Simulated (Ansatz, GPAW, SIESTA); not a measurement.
CdTe: 3 runs at one level of theory

```xyz
2
Lattice="0.0000 3.2050 3.2050 3.2050 0.0000 3.2050 3.2050 3.2050 0.0000" Properties=species:S:1:pos:R:3 pbc="T T T"
Te    4.8075    4.8075    4.8075
Cd    0.0000    0.0000    0.0000
```

Alike in all runs: task band structure; functional BLYP; k mesh 7 × 7 × 7; occupations fermi-dirac, width 0.05 eV; no spin polarisation; no spin-orbit coupling. Pressure is positive in compression and, in plane waves, holds the error of the finite cutoff. Gaps are the smaller of the mesh's and the band path's.

| program and potentials | plane-wave cutoff (eV) | notes | band gap (eV) | pressure (GPa) |
| --- | --- | --- | --- | --- |
| GPAW, PAW data sets generated for this functional | 600 | 9 valence electrons an atom on average | 0.78 | 6.50 |
| SIESTA, files PseudoDojo sr-pbe-0.4.1-standard, DZP (energy shift 0.003 Ry; two zetas on semicore shells) | - | atomic basis; potentials made for PBE; 18 valence electrons an atom on average | 1.10 | 6.61 |
| Ansatz, all-electron LAPW, scalar-relativistic | - | - | 0.78 | 6.94 |

The band gap spans 0.78 (Ansatz, all-electron LAPW, scalar-relativistic) to 1.10 eV (SIESTA, files PseudoDojo sr-pbe-0.4.1-standard, DZP (energy shift 0.003 Ry; two zetas on semicore shells)), with all-electron results at 0.78. The pressure spans 6.50 (GPAW, PAW data sets generated for this functional) to 6.94 GPa (Ansatz, all-electron LAPW, scalar-relativistic), with all-electron results at 6.94. Spin-orbit coupling, left out here, moves the band edges of heavy atoms. Rows in atomic bases carry the error of their basis and grid, which can be large.

The functional is the same throughout but for its coding, so the spread measures potentials, basis and numerics; runs on potential files found faulty are left out.
